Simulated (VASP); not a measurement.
# Al in VASP: a series of runs

Aim: see how the results for Al move with the level of theory and the settings. Levels: LDA, PBE. Tasks: work function.

Program: VASP 6.6.1. These are calculated values, not measurements. Logs are shortened: lines on timing, memory, paths and dates and some standing lists are left out, and cuts for length are marked.

### Step 1. The slab as given

The cell holds a slab with vacuum, 6 atoms: a = 2.827 Å, b = 2.827 Å, c = 26.482 Å, α = 90.00°, β = 90.00°, γ = 120.00°.

The slab is cut from a database's or a generator's crystal, which needn't be the stable form of the element.

### Step 2. Work function, LDA

File INCAR:

```
SYSTEM = Al
PREC = Accurate ; ENCUT = 700
EDIFF = 1E-6 ; ISMEAR = -1
SIGMA = 0.05 ; LREAL = On
LASPH = .True. ; NELM = 80
ALGO = Normal ; ISIF = 2
LWAVE = .False. ; LCHARG = .True.
LDIPOL = .True. ; IDIPOL = 3
DIPOL = 0.5 0.5 0.500 ; LELF = .True.
LVHAR = .True. ; LVACPOTAV = .True.
```

File KPOINTS:

```
regular mesh
0
Gamma
  8 8 1
  0 0 0
```

File POSCAR:

```
Al
1.0
    2.8270770242      0.0000000000      0.0000000000
   -1.4135385121      2.4483205214      0.0000000000
    0.0000000000      0.0000000000     26.4824913375
Al
6
Direct
    0.6666666700      0.3333333400      0.2832059833
    0.0000000000      0.0000000000      0.3699235900
    0.3333333300      0.6666666600      0.4566411967
    0.0000000000      0.0000000000      0.5433588033
    0.6666666700      0.3333333400      0.6300764100
    0.0000000000      0.0000000000      0.7167940167
```

Potentials or basis: VASP PAW LDA potentials, release 64 (Al).

On the command line:

```console
> cat potpaw_LDA.64/Al/POTCAR > POTCAR
> mpirun -np 1 vasp_std > vasp.out
```

OUTCAR:

```text
SYSTEM = Al
   PREC = Accurate
   ENCUT = 700
   EDIFF = 1E-6
   ISMEAR = -1
   LREAL = On
   LASPH = .True.
   NELM = 80
   ISIF = 2

 ion  position               nearest neighbor table
   1  0.667  0.333  0.283-   2 2.82   2 2.82   2 2.82
   2  0.000  0.000  0.370-   3 2.82   1 2.82   1 2.82   3 2.82   1 2.82   3 2.82
   3  0.333  0.667  0.457-   4 2.82   2 2.82   4 2.82   4 2.82   2 2.82   2 2.82
   4  0.000  0.000  0.543-   3 2.82   5 2.82   3 2.82   3 2.82   5 2.82   5 2.82
   5  0.667  0.333  0.630-   4 2.82   6 2.82   4 2.82   6 2.82   4 2.82   6 2.82
   6  0.000  0.000  0.717-   5 2.82   5 2.82   5 2.82

  LATTYP: Found a hexagonal cell.
 ALAT       =     2.8270770242
 C/A-ratio  =     9.3674459913

  Lattice vectors:

 A1 = (   2.8270770242,   0.0000000000,   0.0000000000)
 A2 = (  -1.4135385121,   2.4483205214,   0.0000000000)
 A3 = (   0.0000000000,   0.0000000000,  26.4824913375)

Analysis of symmetry for initial positions (statically):
=====================================================================
 Subroutine PRICEL returns:
 Original cell was already a primitive cell.

 Routine SETGRP: Setting up the symmetry group for a
 hexagonal supercell.

 Subroutine GETGRP returns: Found  6 space group operations
 (whereof  6 operations were pure point group operations)
 out of a pool of 24 trial point group operations.

The static configuration has the point symmetry C_3v.

Analysis of symmetry for dynamics (positions and initial velocities):
=====================================================================
 Subroutine PRICEL returns:
 Original cell was already a primitive cell.

 Routine SETGRP: Setting up the symmetry group for a
 hexagonal supercell.

 Subroutine GETGRP returns: Found  6 space group operations
 (whereof  6 operations were pure point group operations)
 out of a pool of 24 trial point group operations.

The dynamic configuration has the point symmetry C_3v.

 Subroutine INISYM returns: Found  6 space group operations
 (whereof  6 operations are pure point group operations),
 and found     1 'primitive' translations

----------------------------------------------------------------------------------------

                                     Primitive cell

  volume of cell :     183.3010

  direct lattice vectors                    reciprocal lattice vectors
[... 99 lines left out ...]
     AMIX     =   0.40;   BMIX     =  1.00
     AMIX_MAG =   1.60;   BMIX_MAG =  1.00
  volume/ion in A,a.u.               =      30.55       206.16
  Fermi-wavevector in a.u.,A,eV,Ry     =   0.755285  1.427281  7.761513  0.570455
  Thomas-Fermi vector in A             =   1.853144
   LORBIT       =      0    0 simple, 1 ext, 2 COOP (PROOUT), +10 PAW based schemes
   GGA     = CA    functional components
   LHFCALC =     F    Hartree Fock is set to
   AEXX    =    0.0000 exact exchange contribution
   IVDW    =     0    specifies the selected vdW correction
   LEPSILON=     F    determine dielectric tensor
   LRPA    =     F    only Hartree local field effects (RPA)
 non-spin polarized calculation
  energy-cutoff  :      700.00
  volume of cell :      183.30
 maximum number of plane-waves:      7772
   NGX = 13   NGY = 13   NGZ =115

 dipolmoment           0.000000      0.000000      0.000513 electrons x Angstroem

 number of electron      18.0000000 magnetization

 dipolmoment           0.000000      0.000000     -0.001345 electrons x Angstroem

 Free energy of the ion-electron system (eV)
  ---------------------------------------------------
  ext. energy  EPLUGINS =         0.00000000
  ---------------------------------------------------
  free energy    TOTEN  =       -25.26848919 eV

  energy without entropy =      -25.25109437  energy(sigma->0) =      -25.25979178

 E-fermi :   2.3205     XC(G=0):  -6.1822

 val. band max:        1.9899886983   @ k =   0.2500   0.0000   0.0000
 cond. band min:       2.3686664072   @ k =   0.3750   0.2500   0.0000
 fundamental gap:      0.3786777090
 Fermi energy:         2.3205112346

 k-point     1 :       0.0000    0.0000    0.0000
  band No.  band energies     occupation
      1      -8.9746      2.00000
      2      -8.4584      2.00000
      3      -7.6488      2.00000
      4      -6.4839      2.00000
      5      -5.0451      2.00000
      6      -3.3028      2.00000
      7      -1.5425      2.00000
      8       0.5926      2.00000
      9       2.7201      0.00068
     10       4.6337      0.00000
     11       5.8605      0.00000
     12       6.8474      0.00000
     13       6.9837      0.00000
[... 130 lines left out ...]
  band No.  band energies     occupation
      1      -1.9014      2.00000
      2      -1.7931      2.00000
      3      -1.4212      2.00000
      4      -1.3174      2.00000
      5      -0.6669      2.00000
      6      -0.5902      2.00000
      7       0.4863      2.00000
      8       0.6498      2.00000
      9       1.0241      2.00000
     10       1.3276      2.00000
     11       1.8821      1.99969
     12       2.3687      0.55251
     13       2.4250      0.22025

------------------------ aborting loop because EDIFF is reached ----------------------------------------

  FORCE on cell =-STRESS in cart. coord.  units (eV):
  Direction    XX          YY          ZZ          XY          YZ          ZX
  --------------------------------------------------------------------------------------
  -------------------------------------------------------------------------------------
  Total       -3.0315602     -3.0315602      1.1519151     -0.0000000      0.0000000      0.0000000
  in kB      -26.4979347    -26.4979347     10.0685353     -0.0000000      0.0000000      0.0000000
  external PRESSURE =     -14.3091113 kB  Pullay stress =       0.0000000 kB

 VOLUME and BASIS-vectors are now :
 -----------------------------------------------------------------------------
  energy-cutoff  :      700.00
  volume of cell :      183.30
      direct lattice vectors                 reciprocal lattice vectors
     2.827077024  0.000000000  0.000000000     0.353722234  0.204221627  0.000000000
    -1.413538512  2.448320521  0.000000000     0.000000000  0.408443254  0.000000000
     0.000000000  0.000000000 26.482491338     0.000000000  0.000000000  0.037760798

 POSITION                                       TOTAL-FORCE (eV/Angst)
 -----------------------------------------------------------------------------------
      1.41354      0.81611      7.50000        -0.000000      0.000000     -0.428432
      0.00000      0.00000      9.79650        -0.000000     -0.000000      0.274972
      0.00000      1.63221     12.09300         0.000000     -0.000000      0.080410
      0.00000      0.00000     14.38949        -0.000000     -0.000000     -0.061950
      1.41354      0.81611     16.68599         0.000000     -0.000000     -0.365860
      0.00000      0.00000     18.98249         0.000000     -0.000000      0.500861
 -----------------------------------------------------------------------------------
    total drift:                                0.000000      0.000000      0.011222

  FREE ENERGIE OF THE ION-ELECTRON SYSTEM (eV)
  ---------------------------------------------------
  free  energy   TOTEN  =       -25.2684891923 eV

  energy  without entropy=      -25.2510943687  energy(sigma->0) =      -25.25979178

 vacuum level on the upper side and lower side of the slab         6.490         6.526
```

Wall time 28 s (1 thread of Intel Xeon 6975P-C (Granite Rapids), shared host); peak memory 0.26 GiB.

These settings aren't checked as converged (typed here: ENCUT = 700; LREAL = On): the numbers below hold their error.

Results:

* Free energy: -25.2685 eV
* Largest force: 0.501 eV/Å
* Band gap on the k mesh: none (metal or under the smearing width)
* Work function of the upper face: 4.17 eV
* Work function of the lower face: 4.21 eV

### Step 3. Work function, PBE

File INCAR:

```
SYSTEM = Al
PREC     = Accurate       ! precision mode
ENCUT    = 520            ! plane-wave cutoff, eV
EDIFF    = 1E-6           ! SCF threshold, eV
ISMEAR   = -1             ! smearing method
SIGMA    = 0.05           ! smearing width, eV
LREAL    = .FALSE.        ! projectors in reciprocal space
LASPH    = .TRUE.         ! aspherical terms in the spheres
NELM     = 100            ! most SCF steps
ALGO     = Normal         ! electronic algorithm
ISIF     = 2              ! what is computed and relaxed
LWAVE    = .FALSE.        ! write WAVECAR
LCHARG   = .FALSE.        ! write CHGCAR
LDIPOL   = .TRUE.       
IDIPOL   = 3            
DIPOL    = 0.5 0.5 0.500
GGA      = PE             ! functional
EFIELD   = -0.3         
LVHAR    = .TRUE.       
LVACPOTAV= .TRUE.
```

File KPOINTS:

```
Automatic mesh
0
G
  11 11 1
  0 0 0
```

POSCAR is that of step 2.

Potentials or basis: VASP PAW PBE potentials, release 64 (Al).

On the command line:

```console
> cat potpaw_PBE.64/Al/POTCAR > POTCAR
> mpirun -np 1 vasp_std > vasp.out
```

OUTCAR:

```text
SYSTEM = Al
   PREC = Accurate
   ENCUT = 520
   EDIFF = 1E-6
   ISMEAR = -1
   LREAL = .FALSE.
   LASPH = .TRUE.
   NELM = 100
   ISIF = 2
   GGA = PE

 ion  position               nearest neighbor table
   1  0.667  0.333  0.283-   2 2.82   2 2.82   2 2.82
   2  0.000  0.000  0.370-   3 2.82   1 2.82   1 2.82   3 2.82   1 2.82   3 2.82
   3  0.333  0.667  0.457-   4 2.82   2 2.82   4 2.82   4 2.82   2 2.82   2 2.82
   4  0.000  0.000  0.543-   3 2.82   5 2.82   3 2.82   3 2.82   5 2.82   5 2.82
[... 458 lines left out ...]
  -------------------------------------------------------------------------------------
  Total        0.6846853      0.6846853      2.1631262      0.0000000      0.0000000      0.0000000
  in kB        5.9846236      5.9846236     18.9072205      0.0000000      0.0000000      0.0000000
  external PRESSURE =      10.2921559 kB  Pullay stress =       0.0000000 kB

 VOLUME and BASIS-vectors are now :
 -----------------------------------------------------------------------------
  energy-cutoff  :      520.00
  volume of cell :      183.30
      direct lattice vectors                 reciprocal lattice vectors
     2.827077024  0.000000000  0.000000000     0.353722234  0.204221627  0.000000000
    -1.413538512  2.448320521  0.000000000     0.000000000  0.408443254  0.000000000
     0.000000000  0.000000000 26.482491338     0.000000000  0.000000000  0.037760798

 POSITION                                       TOTAL-FORCE (eV/Angst)
 -----------------------------------------------------------------------------------
      1.41354      0.81611      7.50000         0.000000     -0.000000     -0.135728
      0.00000      0.00000      9.79650        -0.000000     -0.000000     -0.061165
      0.00000      1.63221     12.09300        -0.000000     -0.000000     -0.013134
      0.00000      0.00000     14.38949        -0.000000     -0.000000      0.017456
      1.41354      0.81611     16.68599         0.000000      0.000000     -0.029755
      0.00000      0.00000     18.98249        -0.000000     -0.000000      0.222326
 -----------------------------------------------------------------------------------
    total drift:                               -0.000000      0.000000     -0.000044

  FREE ENERGIE OF THE ION-ELECTRON SYSTEM (eV)
  ---------------------------------------------------
  free  energy   TOTEN  =       -21.6934181016 eV

  energy  without entropy=      -21.6622348425  energy(sigma->0) =      -21.67782647
```

OSZICAR:

```text
N       E                     dE             d eps       ncg     rms          rms(c)
DAV:   1     0.483709013009E+02    0.48371E+02   -0.60472E+03   416   0.103E+03
DAV:   2    -0.205009259096E+02   -0.68872E+02   -0.63309E+02   604   0.148E+02
DAV:   3    -0.242346756692E+02   -0.37337E+01   -0.36217E+01   575   0.334E+01
[... 24 lines left out ...]
DAV:  28    -0.216933931987E+02   -0.23334E-04   -0.19316E-05   499   0.198E-02    0.216E-02
DAV:  29    -0.216934089943E+02   -0.15796E-04   -0.11308E-05   516   0.158E-02    0.737E-03
DAV:  30    -0.216934112254E+02   -0.22310E-05   -0.54224E-07   308   0.610E-03    0.365E-03
DAV:  31    -0.216934176672E+02   -0.64418E-05   -0.99045E-07   374   0.479E-03    0.166E-03
DAV:  32    -0.216934181016E+02   -0.43445E-06   -0.13424E-07   273   0.242E-03
   1 F= -.21693418E+02 E0= -.21677826E+02  d E =-.311833E-01
```

stdout:

```text
POSCAR found type information on POSCAR Al
 POSCAR found :  1 types and       6 ions
 scaLAPACK will be used
 LDA part: xc-table for (Slater+PW92), standard interpolation
 POSCAR, INCAR and KPOINTS ok, starting setup
 FFT: planning ... GRIDC
[... 27 lines left out ...]
|           W    W  A    A  R    R  N    N  II  N    N   GGGG   !!!           |
|                                                                             |
|     Did not find any points to average over, which means that no vacuum     |
|     field-free region was found. Please increase the size of  your cell     |
|     in the dimension of the dipole correction to obtain accurate            |
|     workfunction values.                                                    |
|                                                                             |
 -----------------------------------------------------------------------------
```

Run time: 1.9 min. Hardware: 1 thread of AMD EPYC 7R43 (Zen 3), shared host; peak memory 0.25 GiB.

Results:

- Free energy: -21.6934 eV
- Largest force: 0.222 eV/Å
- Band gap on the k mesh: none (metal or under the smearing width)

Forces on the atoms (eV/Å):
```
Al   0.000  0.000 -0.136
Al   0.000  0.000 -0.061
Al   0.000  0.000 -0.013
Al   0.000  0.000  0.017
Al   0.000  0.000 -0.030
Al   0.000  0.000  0.222
```

Levels at points of the mesh, in eV from the Fermi level:
```tsv
k point	band 4	band 5	band 6	band 7	band 8	band 9	band 10	band 11	band 12	band 13
(0.00, 0.00, 0.00)	-8.63	-7.20	-5.44	-3.74	-1.58	0.56	2.40	3.23	4.30	4.85
```

### Step 4. Work function, PBE

INCAR, as its differences from that of step 3:

```diff
@@ -17,3 +17,3 @@
 GGA      = PE             ! functional
-EFIELD   = -0.3         
+EFIELD   = -0.1         
 LVHAR    = .TRUE.
```

KPOINTS is that of step 3.

POSCAR is that of step 3.

Potentials or basis: VASP PAW PBE potentials, release 64 (Al).

On the command line:

```console
> cat potpaw_PBE.64/Al/POTCAR > POTCAR
> mpirun -np 1 vasp_std > vasp.out
```

OUTCAR:

```text
SYSTEM = Al
   PREC = Accurate
   ENCUT = 520
   EDIFF = 1E-6
   ISMEAR = -1
   LREAL = .FALSE.
   LASPH = .TRUE.
   NELM = 100
   ISIF = 2
   GGA = PE

 ion  position               nearest neighbor table
   1  0.667  0.333  0.283-   2 2.82   2 2.82   2 2.82
   2  0.000  0.000  0.370-   3 2.82   1 2.82   1 2.82   3 2.82   1 2.82   3 2.82
   3  0.333  0.667  0.457-   4 2.82   2 2.82   4 2.82   4 2.82   2 2.82   2 2.82
   4  0.000  0.000  0.543-   3 2.82   5 2.82   3 2.82   3 2.82   5 2.82   5 2.82
   5  0.667  0.333  0.630-   4 2.82   6 2.82   4 2.82   6 2.82   4 2.82   6 2.82
   6  0.000  0.000  0.717-   5 2.82   5 2.82   5 2.82

  LATTYP: Found a hexagonal cell.
 ALAT       =     2.8270770242
 C/A-ratio  =     9.3674459913

  Lattice vectors:

 A1 = (   2.8270770242,   0.0000000000,   0.0000000000)
 A2 = (  -1.4135385121,   2.4483205214,   0.0000000000)
 A3 = (   0.0000000000,   0.0000000000,  26.4824913375)

Analysis of symmetry for initial positions (statically):
=====================================================================
 Subroutine PRICEL returns:
[... 426 lines left out ...]
      2      -1.3669      2.00000
      3      -0.9821      2.00000
      4      -0.9013      2.00000
      5      -0.2044      2.00000
      6      -0.1469      2.00000
      7       0.6378      2.00000
      8       0.9246      2.00000
      9       1.0427      2.00000
     10       1.1682      2.00000
     11       2.1752      1.97937
     12       2.2904      1.81099
     13       2.7620      0.00153

------------------------ aborting loop because EDIFF is reached ----------------------------------------

  FORCE on cell =-STRESS in cart. coord.  units (eV):
  Direction    XX          YY          ZZ          XY          YZ          ZX
  --------------------------------------------------------------------------------------
  -------------------------------------------------------------------------------------
  Total        0.6741851      0.6741851      2.1759221      0.0000000      0.0000000      0.0000000
  in kB        5.8928442      5.8928442     19.0190658      0.0000000      0.0000000      0.0000000
  external PRESSURE =      10.2682514 kB  Pullay stress =       0.0000000 kB

 VOLUME and BASIS-vectors are now :
 -----------------------------------------------------------------------------
  energy-cutoff  :      520.00
  volume of cell :      183.30
      direct lattice vectors                 reciprocal lattice vectors
     2.827077024  0.000000000  0.000000000     0.353722234  0.204221627  0.000000000
    -1.413538512  2.448320521  0.000000000     0.000000000  0.408443254  0.000000000
     0.000000000  0.000000000 26.482491338     0.000000000  0.000000000  0.037760798

 POSITION                                       TOTAL-FORCE (eV/Angst)
 -----------------------------------------------------------------------------------
      1.41354      0.81611      7.50000        -0.000000     -0.000000     -0.136258
      0.00000      0.00000      9.79650         0.000000      0.000000     -0.058121
      0.00000      1.63221     12.09300         0.000000     -0.000000     -0.014671
      0.00000      0.00000     14.38949         0.000000     -0.000000      0.017142
      1.41354      0.81611     16.68599        -0.000000      0.000000     -0.026598
      0.00000      0.00000     18.98249         0.000000     -0.000000      0.218507
 -----------------------------------------------------------------------------------
    total drift:                               -0.000000      0.000000     -0.000128

  FREE ENERGIE OF THE ION-ELECTRON SYSTEM (eV)
  ---------------------------------------------------
  free  energy   TOTEN  =       -21.6705537616 eV

  energy  without entropy=      -21.6393281652  energy(sigma->0) =      -21.65494096

 vacuum level on the upper side and lower side of the slab         6.919         6.102
```

Wall time 80 s (1 thread of AMD EPYC 7R43 (Zen 3), shared host); peak memory 0.26 GiB.

What came out:

| Quantity | Value |
| --- | --- |
| Free energy | -21.6706 eV |
| Largest force | 0.219 eV/Å |
| Band gap on the k mesh | none (metal or under the smearing width) |
| Work function of the upper face | 4.52 eV |
| Work function of the lower face | 3.70 eV |

Forces on the atoms (eV/Å):
```
Al   0.000  0.000 -0.136
Al   0.000  0.000 -0.058
Al   0.000  0.000 -0.015
Al   0.000  0.000  0.017
Al   0.000  0.000 -0.027
Al   0.000  0.000  0.219
```

(Continued in part 2 of 2.)
